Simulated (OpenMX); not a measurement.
V:

```
V
1.0
    -1.51435    1.51435    1.51435
     1.51435   -1.51435    1.51435
     1.51435    1.51435   -1.51435
V
1
Direct
  0.00000 0.00000 0.00000
```

Base run:

```yaml
Program: OpenMX 3.8.5
Functional: PBE
Potentials_or_basis: OpenMX 2013 PBE set, V6.0-s3p2d2f1, grid cutoff 400 Ry
k_mesh: 13 × 13 × 13
Occupations: fermi-dirac, width 0.05 eV
Spin: collinear spin, ferromagnetic start
Starting_moments: "[2.0] μB"
```

Its results: pressure -5.3 GPa; net moment 0.00 μB per cell.

Q: The run is repeated on the same cell with these changes: functional from PBE to LDA; potentials or basis from OpenMX 2013 PBE set, V6.0-s3p2d2f1, grid cutoff 400 Ry to OpenMX 2013 LDA set, V6.0-s3p2d2, grid cutoff 400 Ry. What comes out?

A: Pressure -17.7 GPa; net moment 0.00 μB per cell.

Caveats: the basis of atomic orbitals isn't converged, which shifts pressures, moduli and gaps; so large a pressure means that the cell lies far from this level's equilibrium, or that cutoff or potentials fall short (some runs).
